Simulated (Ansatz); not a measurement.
Runs of Ansatz 0.2.0 on ZnS (Wurtzite-2H). Symmetry: P6_3mc, No. 186, hexagonal system. The conventional cell has a = 3.811 Å, b = 3.811 Å, c = 6.234 Å, α = 90.00°, β = 90.00°, γ = 120.00°. Zn (site symmetry 3m) is surrounded by 4 S at 2.31 to 2.40 Å. S (site symmetry 3m) is surrounded by 4 Zn at 2.31 to 2.40 Å. 

| task | level | cell | k mesh | smearing | atoms under strain | gap on the mesh (eV) | pressure (GPa) | largest force (eV/Å) |
| --- | --- | --- | --- | --- | --- | --- | --- | --- |
| single point | PBE | as given | 8 × 8 × 5 | gaussian 0.1 eV | - | 2.25 | 2.3 | (a) |
| elastic constants | PBEsol | as given | 6 × 6 × 4 | fixed | clamped | 2.11 | -1.3 | 0.31 |
| phonons | PBEsol | as given | 6 × 6 × 4 | fixed | - | 2.11 | - | - |
| relaxation of cell and atoms | RPBE+D3(BJ) | relaxed | 8 × 8 × 5 | gaussian 0.01 eV | - | (b) | 0.0 | - |

Alike in all rows: potentials or basis Ansatz PAW; no spin polarisation; cutoff (eV) 420.

Fill in the values left out.

(a) 0.32; (b) 2.74.

Caveats: the PAW data sets come from PBE, with cores solved anew for the run's functional, which leaves a small shift of forces and pressure (some runs); odd divisions of the mesh miss points on the zone boundary, where band edges often lie, so the gap on the mesh can be too wide (some runs); the plane-wave basis is chosen anew once the cell has moved, so the energies of steps on either side of that aren't comparable (some runs).

